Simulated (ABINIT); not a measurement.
Runs of ABINIT 10.8.3 (patched build) on GaN. Symmetry: F-43m, No. 216, cubic system. The conventional cell has a = 4.507 Å, b = 4.507 Å, c = 4.507 Å, α = 90.00°, β = 90.00°, γ = 90.00°. Ga (site symmetry -43m) has 4 N at 1.95 Å as nearest neighbours. N (site symmetry -43m) is surrounded by 4 Ga at 1.95 Å. The cell is a database's computed one.

```tsv
task	level	potentials or basis	cutoff (eV)	fine-grid cutoff	gap on the mesh (eV)	pressure (GPa)
band structure	LDA	PseudoDojo NC SR LDA v0.4.1 standard	1143	-	1.77	(b)
band structure	OLYP	PseudoDojo NC SR PBE v0.4.1 standard	1143	-	2.07	5.6
band structure	HLE16	JTH PAW PBE v2.0	680	1278.94 eV	(a)	-
band structure	LDA-VWN	PseudoDojo NC SR LDA v0.4.1 standard	1143	-	1.77	-6.9
```

Alike in all rows: no spin polarisation; cell as given; k mesh 10 × 10 × 10; smearing fermi-dirac 0.05 eV.

Fill in the values left out.

(a) 2.45; (b) -6.8.

Caveats: the potentials were made for another functional, which shifts forces and pressure (some runs); the potentials were made for a functional far from this one (some runs).

A k mesh can miss the band edges, and the runs leave out spin-orbit coupling on Ga.
